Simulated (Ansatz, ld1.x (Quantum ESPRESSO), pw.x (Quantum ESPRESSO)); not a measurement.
## Equation-of-state test of one TM potential (Mg)

* Element: Mg (Z = 12)
* Generator: ld1.x (Quantum ESPRESSO) 7.5
* Type: norm-conserving Troullier–Martins (Kleinman–Bylander form)
* Functional: PBE
* Relativity: scalar-relativistic
* Frozen core: [Ne]
* Valence charge: 2
* Reference configuration: 3s1.5 3p0.5
* Partial waves: 3s (bound): rc 2.40 bohr; 3p (bound): rc 2.05 bohr; 3d channel at 0.4 Ry: rc 2.55 bohr
* Local potential: all-electron potential smoothed inside 2.15 bohr (lloc = -1)
* Core correction: Bessel-smoothed model core, default radius (core density twice the valence density)

Crystal test: diamond Mg in pw.x 7.5, no spin, 8³ k-points, Fermi–Dirac smearing 0.01 Ry, cutoffs 50/200 Ry. The reference is all-electron LAPW (Ansatz 0.2.0) with the same functional, mesh and smearing; V0 and B0 come from Birch–Murnaghan fits to the pressures at five volumes. Errors are pseudo minus all-electron; Δ is the rms difference of the E(V) curves that follow from these fits, minima aligned, over ±6 % about the mean V0. Mesh and smearing are coarse, so the numbers serve the comparison and aren't converged zero-temperature values; the lattice is a test structure that the element need not adopt.

All-electron: a0 = 6.869 Å (V0 = 40.52 Å³/atom), B0 = 10.6 GPa.

Task: How far does the potential miss the all-electron equation of state?

Result: mean pressure error (GPa): -0.05; a0 (Å): 6.859; a0 error (%): -0.16; B0 error (%): +0.9; Δ (meV/atom): 0.4.

```json
{"V (Å³/atom)": "38.538", "P all-electron (GPa)": "0.59", "P pseudo (GPa)": "0.53"}
{"V (Å³/atom)": "39.552", "P all-electron (GPa)": "0.27", "P pseudo (GPa)": "0.22"}
{"V (Å³/atom)": "40.566", "P all-electron (GPa)": "-0.01", "P pseudo (GPa)": "-0.06"}
{"V (Å³/atom)": "41.580", "P all-electron (GPa)": "-0.26", "P pseudo (GPa)": "-0.31"}
{"V (Å³/atom)": "42.594", "P all-electron (GPa)": "-0.48", "P pseudo (GPa)": "-0.52"}
```

Task: At the middle volume, how do free energy and pressure move when the wave cutoff is lowered (ecutrho kept at four times it)?

Result:

| cutoff (Ry) | shift of F (meV/atom) | shift of P (GPa) |
| --- | --- | --- |
| 22 | +4.5 | -0.08 |
| 30 | +1.3 | +0.00 |
| 40 | +0.5 | -0.01 |

The run at the middle volume (29 k-points, 6 iterations) took about 11 s on one core of a shared host (Neoverse-V2, 96 threads, 742 GiB, load 36).
